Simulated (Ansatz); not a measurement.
# TaSi2P4 monolayer in a perpendicular field

Aim: how the TaSi2P4 monolayer screens a field along its normal, and what the field does to its bands. A positive field points along +c.

Calculated with Ansatz 0.2.0; plane-wave DFT, PBE-D3(BJ), Ansatz PAW.

### 1. Starting point

The cell holds 7 atoms: 4 P, 2 Si and 1 Ta. Its edges and angles: a = 3.480 Å, b = 3.480 Å, c = 48.446 Å, α = 90.0°, β = 90.0°, γ = 120.0°. Vacuum lies along c.

### 2. Relaxing the slab

The starting cell is a guess, so the in-plane lattice and the atoms are relaxed first, with the slab cut off from its images along the normal.

input.yaml

```yaml
crystal:
  lattice:
    - [3.48, 0.0, 0.0]
    - [-1.74, 3.0137684052, 0.0]
    - [0.0, 0.0, 48.4459111573]
  atoms:
    - { symbol: P, position: [0.0, 0.0, 0.4097353012] }
    - { symbol: Si, position: [0.3333333333, 0.6666666667, 0.4230375123] }
    - { symbol: P, position: [0.3333333333, 0.6666666667, 0.4665912396] }
    - { symbol: Ta, position: [0.0, 0.0, 0.5], spin: 1.0 }
    - { symbol: P, position: [0.3333333333, 0.6666666667, 0.5334087604] }
    - { symbol: Si, position: [0.3333333333, 0.6666666667, 0.5769624877] }
    - { symbol: P, position: [0.0, 0.0, 0.5902646988] }
  periodic: [true, true, false]
magnetization:
  spin_polarized: true
kpoints:
  mp_grid: { grid: [12, 12, 1] }
hamiltonian:
  xc: pbe
  dispersion: d3bj
scf:
  occupations: { method: fermi_dirac, width: 0.05 }
  convergence: { dr2_threshold: 1.0e-09 }
relax:
  f_tol: 0.004
  max_steps: 90
  cell: {}
output:
  write_potential: true
  write_density: true
  volumetric_format: npy
```

On the command line:

```sh
$ ansatz run input.yaml --threads 2 --pin off --max-ram 3072MiB --backend cpu --events-out ev --progress --plain --runs-dir out
```

Numbers of over 12 decimals in the logs are rounded to 6 here.

The log of the run:

```text
Warning: relax.cell: scf.convergence.dr2_threshold = 1e-9 eV is looser than the 1.99197980485e-10 eV advised for a relaxation that steers and ends on the stress (1e-10 eV for each atom of the cell: 7, times the square of relax.cell.stress_2d_tol = 0.05 N/m over 18.7 Å (the atoms' height at the walk's start and 5 Å past either face), 2.667e-2 GPa, over a crystal's default 0.05). What an SCF threshold leaves in a stress goes as its square root, and in the free energy as the threshold itself, and one threshold admits the most on a small cell: [figures from the program's tests cut] Set scf.convergence.dr2_threshold to 1.99197980485e-10 eV or tighter. [rest of the remark cut]
Engine: ansatz 0.2.0, aarch64-unknown-linux-gnu
Pseudopotentials: kind: paw
Pseudopotential: P, paw, valence charge 5, recommended cutoff 420 eV (normal), P.paw.azcp
Pseudopotential: Si, paw, valence charge 4, recommended cutoff 420 eV (normal), Si.paw.azcp
Pseudopotential: Ta, paw, valence charge 13, recommended cutoff 420 eV (normal), Ta.paw.azcp
Functional definition: PBE
  parameter kappa = 0.804
  parameter beta = 0.066725
  exchange = pbe_x(kappa = kappa, mu = beta*pi^2/3)
  correlation = pbe_c(beta = beta)
Crystal: 7 atoms, lattice volume = 508.097 Å³
Basis set: ecut = 420 eV, 9899 PW (Γ), exchange–correlation on 48×48×648 points (8 copies of the dense FFT grid, shifted against one another)
Bands: 28, of which v1, the nominal top of the filled ones, is band 21 counted from 1 (20 counted from 0)
Symmetry: 12 space group operations
Space group: P-6m2 (ITA 187), of the structure as read, at distance tolerance 8.0e-5 Å
Magnetic group: BNS 187.209 (UNI 1439), of the structure as read, at distance tolerance 8.0e-5 Å
k-points: 19 of 144 (time reversal used)
Non-local potential: P, projectors of the file, l = 0: 2, l = 1: 2, l = 2: 2
Non-local potential: Si, projectors of the file, l = 0: 2, l = 1: 2, l = 2: 2
Non-local potential: Ta, projectors of the file, l = 0: 3, l = 1: 2, l = 2: 2, l = 3: 1
PAW form: soft (Blöchl's): semilocal exchange-correlation on the pseudo side does not see the compensation charge
PAW one-centre angular grid: P, 110 points (default); XC on 64 Gauss nodes
PAW one-centre angular grid: Si, 110 points (default); XC on 64 Gauss nodes
PAW one-centre angular grid: Ta, 590 points (default); XC on 64 Gauss nodes
Initial density: superposition of atomic densities (neutral atoms: chi_scale 0, normalization atom)
Starting moments: Σ|m| = 1 μB on 1 of 7 sites
Initial wavefunctions: pseudopotential atomic-orbital guess
Functional: x = pbe(κ = 0.804, μ = 0.219515), c = pbe(β = 0.066725)
SCF iter   1: F=—  HF=-14230.665494 eV  |F-HF|=—  |Δ(HF+E_count)|=         —  Δρ=1.44e-2 (↑1.44e-2 ↓1.35e-2)  dr2=5.00e0  dr2_m=3.52e-2  M=0.621 μB ∫|m|=0.711 μB  β_m=0.30  ethr=3.10e-3  ⟨swp⟩=16.1  Hψ=9958  notcnv=0
Mixer restart at iter 1: flushing history
preconditioner: auto → LDOS  [metal: Δε(μ)=0.026 eV  Ē_g=8.675 eV  σ=0.050 eV  W_gap=0.13  n_scr=26 (ndim 8)  ℏωp=9.5 eV  f_vac=0.725  D(μ)=2.07/eV (n_scr^D=12)]
spin=Collinear: LDOS preconditioning applied to the charge; magnetization (m = ρ↑ − ρ↓) channel mixes plain (no charge-response kernel on spin).
SCF iter   2: F=—  HF=-14229.742281 eV  |F-HF|=—  |Δ(HF+E_count)|=   9.23e-1  Δρ=9.57e-3 (↑9.57e-3 ↓8.78e-3)  dr2=1.72e0  dr2_m=2.02e-2  M=0.589 μB ∫|m|=0.669 μB  β_m=0.51  ethr=3.10e-3  ⟨swp⟩=4.2  Hψ=2358  notcnv=0  defer=69
SCF iter   3: F=—  HF=-14229.322607 eV  |F-HF|=—  |Δ(HF+E_count)|=   4.20e-1  Δρ=2.37e-3 (↑2.37e-3 ↓1.93e-3)  dr2=6.73e-2  dr2_m=3.87e-3  M=0.501 μB ∫|m|=0.554 μB  β_m=0.58  ethr=3.10e-3  ⟨swp⟩=4.3  Hψ=2592  notcnv=0  defer=69
SCF iter   4: F=—  HF=-14229.350889 eV  |F-HF|=—  |Δ(HF+E_count)|=         —  Δρ=1.39e-3 (↑1.39e-3 ↓1.23e-3)  dr2=9.29e-3  dr2_m=6.49e-3  M=0.321 μB ∫|m|=0.357 μB  β_m=0.58  ethr=1.64e-4  ⟨swp⟩=4.6  Hψ=2993  notcnv=0  defer=63
SCF iter   5: F=—  HF=-14229.354534 eV  |F-HF|=—  |Δ(HF+E_count)|=   3.65e-3  Δρ=8.44e-4 (↑8.44e-4 ↓8.14e-4)  dr2=4.22e-4  dr2_m=3.02e-3  M=0.255 μB ∫|m|=0.281 μB  β_m=0.79  ethr=2.27e-5  ⟨swp⟩=3.3  Hψ=2141  notcnv=0  defer=63
SCF iter   6: F=—  HF=-14229.358558 eV  |F-HF|=—  |Δ(HF+E_count)|=   4.02e-3  Δρ=4.02e-4 (↑3.94e-4 ↓4.02e-4)  dr2=4.52e-4  dr2_m=7.05e-4  M=0.143 μB ∫|m|=0.155 μB  β_m=0.90  ethr=1.03e-6  ⟨swp⟩=4.2  Hψ=2978  notcnv=0  defer=63
SCF iter   7: F=—  HF=-14229.360002 eV  |F-HF|=—  |Δ(HF+E_count)|=   1.44e-3  Δρ=1.75e-4 (↑1.68e-4 ↓1.75e-4)  dr2=1.64e-4  dr2_m=1.23e-4  M=0.065 μB ∫|m|=0.069 μB  β_m=0.93  ethr=1.03e-6  ⟨swp⟩=3.2  Hψ=2381  notcnv=0  defer=63
SCF iter   8: F=—  HF=-14229.360359 eV  |F-HF|=—  |Δ(HF+E_count)|=   3.56e-4  Δρ=5.10e-5 (↑5.10e-5 ↓4.72e-5)  dr2=2.13e-5  dr2_m=8.90e-6  M=0.019 μB ∫|m|=0.019 μB  β_m=0.97  ethr=4.00e-7  ⟨swp⟩=3.1  Hψ=2470  notcnv=0  defer=63
SCF iter   9: F=—  HF=-14229.360456 eV  |F-HF|=—  |Δ(HF+E_count)|=   9.72e-5  Δρ=1.05e-5 (↑1.05e-5 ↓1.04e-5)  dr2=6.53e-7  dr2_m=3.56e-7  M=0.004 μB ∫|m|=0.004 μB  β_m=0.98  ethr=5.18e-8  ⟨swp⟩=3.1  Hψ=2381  notcnv=0  defer=63
SCF iter  10: F=—  HF=-14229.360458 eV  |F-HF|=—  |Δ(HF+E_count)|=   2.50e-6  Δρ=3.68e-6 (↑1.97e-6 ↓3.68e-6)  dr2=1.40e-7  dr2_m=2.17e-8  M=0.001 μB ∫|m|=0.001 μB  β_m=0.95  ethr=1.59e-9  ⟨swp⟩=3.8  Hψ=2649  notcnv=0  defer=63
SCF iter  11: F=—  HF=-14229.360459 eV  |F-HF|=—  |Δ(HF+E_count)|=   1.66e-7  Δρ=1.07e-6 (↑1.07e-6 ↓6.46e-7)  dr2=1.22e-8  dr2_m=2.22e-9  M=-0.000 μB ∫|m|=0.000 μB  β_m=0.89  ethr=3.42e-10  ⟨swp⟩=3.2  Hψ=2325  notcnv=0  defer=63
SCF iter  12: F=—  HF=-14229.360459 eV  |F-HF|=—  |Δ(HF+E_count)|=   3.45e-8  Δρ=2.72e-7 (↑2.53e-7 ↓2.72e-7)  dr2=3.96e-10  dr2_m=2.62e-10  M=-0.000 μB ∫|m|=0.000 μB  β_m=0.89  ethr=2.99e-11  ⟨swp⟩=3.3  Hψ=2398  notcnv=0  defer=63
SCF iter  13: F=-14229.360459 eV  HF=-14229.360459 eV  |F-HF|=4.55e-10  |Δ(HF+E_count)|=   4.40e-9  Δρ=7.85e-8 (↑7.85e-8 ↓6.42e-8)  dr2=1.32e-10  dr2_m=1.94e-11  M=-0.000 μB ∫|m|=0.000 μB  ethr=1.00e-12  ⟨swp⟩=8.3  Hψ=8771  notcnv=0
WARN: the starting moments were not kept: the SCF closed with an absolute magnetisation of 1.6e-5 μB, where they sum to 1 μB in size (1 site). That is at most 0.1 of that sum. Measured as dr2_m measures the in/out step, that magnetisation stands 2.2e-11 eV from none, at or under the dr2_threshold of 1.0e-9 eV: it is no larger than a step whose dr2_m would equal this threshold. The system may hold no moment; this SCF  [...]
SCF 1 converged in 13 iterations: F = -14229.360459 eV  dr2 = 1.32e-10
[...]
relax step   4: F+E_penalty+E_count = -14231.25653390 eV  Δ(F+E_penalty+E_count) = -8.800e-3 eV  max|allowed force component| = 1.064e-1 eV/Å  Δτ_max = 0.0259 Å  P = -0.188 N/m  Ω = 511.672 Å³  energy of the carried Pulay correction = -1.559e-4 eV  fix = [c, alpha, beta]  reactions: c -0.000 N/m  (11 SCF iters, accepted)
[...]
relax step   5: F+E_penalty+E_count = -14231.25736729 eV  Δ(F+E_penalty+E_count) = -8.334e-4 eV  max|allowed force component| = 1.906e-2 eV/Å  Δτ_max = 0.0047 Å  P = +0.003 N/m  Ω = 511.225 Å³  energy of the carried Pulay correction = -1.365e-4 eV  fix = [c, alpha, beta]  reactions: c +0.000 N/m  (9 SCF iters, accepted)
[...]
relax step   6: F+E_penalty+E_count = -14231.25739308 eV  Δ(F+E_penalty+E_count) = -2.579e-5 eV  max|allowed force component| = 2.026e-3 eV/Å  Δτ_max = 0.0013 Å  P = +0.008 N/m  Ω = 511.219 Å³  energy of the carried Pulay correction = -1.362e-4 eV  fix = [c, alpha, beta]  reactions: c +0.000 N/m  (6 SCF iters, accepted)
Initial wavefunctions: pseudopotential atomic-orbital guess (no wavefunctions were taken with the density)
iter 1 solved again at ethr=1.42e-7 eV; its pass at ethr=3.10e-3 eV (dr2=5.83e-5 eV) is discarded
SCF iter   1: F=—  HF=-14231.256884 eV  |F-HF|=—  |Δ(HF+E_count)|=         —  Δρ=1.17e-5 (↑1.17e-5 ↓1.17e-5)  dr2=6.28e-8  dr2_m=1.37e-12  M=0.000 μB ∫|m|=0.000 μB  β_m=0.65  ethr=1.42e-7  ⟨swp⟩=6.9  Hψ=15868  notcnv=0
spin=Collinear: LDOS preconditioning applied to the charge; magnetization (m = ρ↑ − ρ↓) channel mixes plain (no charge-response kernel on spin).
SCF iter   2: F=—  HF=-14231.257407 eV  |F-HF|=—  |Δ(HF+E_count)|=   5.23e-4  Δρ=4.09e-6 (↑4.09e-6 ↓4.09e-6)  dr2=8.13e-9  dr2_m=6.52e-13  M=0.000 μB ∫|m|=0.000 μB  β_m=0.64  ethr=1.53e-10  ⟨swp⟩=4.7  Hψ=3338  notcnv=0
SCF iter   3: F=—  HF=-14231.257524 eV  |F-HF|=—  |Δ(HF+E_count)|=   1.17e-4  Δρ=2.41e-7 (↑2.39e-7 ↓2.41e-7)  dr2=1.17e-9  dr2_m=3.05e-13  M=0.000 μB ∫|m|=0.000 μB  β_m=0.60  ethr=1.98e-11  ⟨swp⟩=4.8  Hψ=2610  notcnv=0
SCF iter   4: F=-14231.257526 eV  HF=-14231.257526 eV  |F-HF|=4.18e-7  |Δ(HF+E_count)|=   1.78e-6  Δρ=7.87e-8 (↑7.75e-8 ↓7.87e-8)  dr2=1.49e-10  dr2_m=1.22e-13  M=0.000 μB ∫|m|=0.000 μB  ethr=2.44e-12  ⟨swp⟩=15.2  Hψ=9737  notcnv=0
the starting moments were not kept: the SCF closed with an absolute magnetisation of 2.4e-6 μB, where they sum to 1 μB in size (1 site). That is at most 0.1 of that sum. Measured as dr2_m measures the in/out step, that magnetisation stands 6.5e-13 eV from none, at or under the dr2_threshold of 1.0e-9 eV: it is no larger than a step whose dr2_m would equal this threshold.
SCF 7 converged in 4 iterations: F = -14231.257526 eV  dr2 = 1.49e-10
relax step   7: F+E_penalty+E_count = -14231.25752624 eV  Δ(F+E_penalty+E_count) = -1.332e-4 eV  max|allowed force component| = 2.045e-3 eV/Å  Δτ_max = 0.0000 Å  P = +0.011 N/m  Ω = 511.219 Å³  fix = [c, alpha, beta]  reactions: c +0.000 N/m  stress off target by 1.07e-2 N/m on what of the cell is left free  SCF on the basis re-selected at this cell (its energy is not comparable with the rows above)  (4 SCF iters)
basis re-selected at this cell: Δ(F+E_penalty+E_count) = -1.332e-4 eV, ΔP = +0.002 N/m vs the last step (what re-selecting the basis moved, of the pressure what is left beyond the Pulay correction that the steps carried, after the strain that the cell walked since its last selection, with what the two solves' SCF thresholds leave and, on support functions, any second-order correction that the steps lacked; it is no m [...]
WARN: The input density's exchange-correlation potential varies sharply where the density is thin. Do not read a vacuum level from v_tot or v_xc, or from such a field of the output density. On a cell that repeats whose density bears no net charge and no dipole along the vacuum's axis use v_es (v_loc + v_h of the components); under efield.dipole_correction with no amplitude use v_es + v_field, which holds any external [...]
SCF converged after 4 iterations
Magnetization: 0.0000 μB (20.5000 up, 20.5000 down)
Absolute magnetization: 0.0000 μB (∫|ρ↑−ρ↓|, with the PAW one-centre terms)
Spin contamination: 0.0000 ħ² per cell (⟨S²⟩ above its minimum at these occupations)
Per-site moments (μB) at R_I (Å): [(1.7143975649009558e-8, 0.930016), (3.347732866402096e-8, 0.923288), (-4.308551387327575e-8, 0.923288), (9.703909182743757e-7, 1.030743), (-4.308551385783584e-8, 0.923288), (3.3477328714158917e-8, 0.923288), (1.7143975679481833e-8, 0.930016)]
Free energy (F): -14231.257526 eV
Harris-Foulkes:  -14231.257526 eV  (|F-HF|=4.18e-7)
Internal energy: -14231.238828 eV  (E = F + TS)
E sigma→0 (E₀):  -14231.248177 eV
Entropy (-TS):   -0.018698 eV (-2.671 meV/atom)
Fermi energy:    -5.382905 eV
--- Per-component energies (eV) ---
  E_band       = -730.241614
  E_kinetic    = 733.115928
  E_local      = -126416.271101  (includes V_loc(G=0)·N_el)
  E_nonlocal   = 202.006187
  E_hartree    = 62721.447338
  E_xc         = -576.965054
  E_vxc        = -543.325709  (∫ρ·V_xc dr)
  E_paw        = -11699.975706  (= ΣΔE_a)
  E_vpaw       = -148.660714  (= ΣTr[D̂ρ^β])
  E_aug_tail   = 0.000181  (compensation charges beyond the density's cutoff)
  E_ewald      = 60807.843630
  E_disp       = -2.440229  (pairwise vdW)
  E_smearing   = -0.018698  (= −TS)
  E_closure    = 0.000000  (closes the sum)
  Σ components = -14231.257526   (vs F -14231.257526, Δ=0.00e0)
--- Forces (eV/Å), atoms counted from 1 ---
  atom   1  P     -0.00000000    -0.00000000     0.00002481
  atom   2  Si     0.00000000     0.00000000    -0.00203718
  atom   3  P      0.00000000     0.00000000     0.00204465
  atom   4  Ta     0.00000000     0.00000000     0.00000000
  atom   5  P      0.00000000     0.00000000    -0.00204465
  atom   6  Si     0.00000000     0.00000000     0.00203718
  atom   7  P      0.00000000    -0.00000000    -0.00002481
  max |Σ_I F_I| component: 1.48e-16 eV/Å
--- 2D stress c σ (N/m, compression-positive) ---
        0.010739       0.000000       0.000000
        0.000000       0.010739       0.000000
        0.000000       0.000000       0.000000
  P = ½ c Tr σ = 0.0107 N/m
--- Band table (eV; the first three rows and the last of 38) ---
  k-point 0 ↑: bands = [... 17 lower, -6.3468, -5.7833, -5.7833, -5.0550, -2.4441, -2.4441, -2.3360, -2.3360, ... 3 higher]
  k-point 1 ↑: bands = [... 17 lower, -6.5197, -5.9291, -5.9018, -5.0307, -2.6346, -2.5975, -2.2042, -2.1971, ... 3 higher]
  k-point 2 ↑: bands = [... 17 lower, -6.7670, -6.2751, -6.2311, -5.1677, -3.0642, -2.9717, -2.1169, -2.0185, ... 3 higher]
  k-point 18 ↓: bands = [... 17 lower, -8.0149, -6.9151, -6.1226, -4.5463, -3.4081, -3.3898, -3.3068, -2.4734, ... 3 higher]
  the weakly bound empty levels are not read free of the cell's end (no_gap_told)
--- Relaxed structure (6 steps of the walk, 6 accepted, 1 SCFs on fresh bases) ---
  F+E_penalty+E_count = -14231.25752624 eV   max|allowed force component| = 2.045e-3 eV/Å   (the final SCF, on the basis selected at the relaxed cell)
  cell:  # Å, volume = 511.2192 Å³
    - [3.490677, 0, 0]
    - [-1.745339, 3.023015, 0]
    - [0, 0, 48.4459111573]
  atoms:
    - { symbol: P, position: [1.2451960346511022e-17, -5.135725556199063e-17, 0.402443] }
    - { symbol: Si, position: [0.333333, 0.666667, 0.423306] }
    - { symbol: P, position: [0.333333, 0.666667, 0.469507] }
    - { symbol: Ta, position: [1.0573552618554938e-17, -5.135725556199063e-17, 0.500000] }
    - { symbol: P, position: [0.333333, 0.666667, 0.530493] }
    - { symbol: Si, position: [0.333333, 0.666667, 0.576694] }
    - { symbol: P, position: [8.69514489059897e-18, -5.135725556199063e-17, 0.597557] }
```

Wall time 4.3 min (2 threads of Arm Neoverse V1, shared host); peak memory 0.93 GiB; 8.5 min of CPU time.

Relaxation path:

```csv
step,energy less that of the first step (eV),largest force component (eV/Å),volume (Å³)
1,0.0000,3.7715,508.10
2,-1.7238,1.0721,507.30
3,-1.8873,0.2372,504.93
4,-1.8961,0.1065,511.67
5,-1.8969,0.0191,511.23
6,-1.8969,0.0020,511.22
7*,-1.8971,0.0020,511.22
```

Relaxation steps marked * repeat the geometry before them on a plane-wave basis chosen anew for their cell, so energy and pressure can jump there.

Forces are held to the 12 operations that the run works with; a distortion that breaks them can't arise in this run.

```csv
cell as run,before,after,change
a (Å),3.480,3.491,+0.3 %
b (Å),3.480,3.491,+0.3 %
```

The atoms that moved most (Å, along periodic axes as changes of fractional coordinates times the final cell, across vacuum about the mean position):

```csv
atom,dx,dy,dz,length
P1,0.000,0.000,-0.353,0.353
P7,0.000,0.000,0.353,0.353
P5,0.000,0.000,-0.141,0.141
P3,0.000,0.000,0.141,0.141
Si6,0.000,0.000,-0.013,0.013
Si2,0.000,0.000,0.013,0.013
```

Numbers from this step:

- energy at zero smearing: -14231.2482 eV

The lattice constant a goes from 3.480 to 3.491 Å.

[end of part 1 of 2]

[Logs are printed without paths, hosts, clocks, repeated set-up lines and the standing remarks that a program may print on its own settings, such as how far it seeks lower states.]

[Hosts, paths, dates, database ids (printed as entryN), source tags and the programs' standing remarks are cut or masked in the printed files.]

[Maps of the electrostatic potential energy from Ansatz leave out the sawtooth potential of an applied field or a dipole correction, so their vacuum need not be flat; planar profiles and work functions include it.]
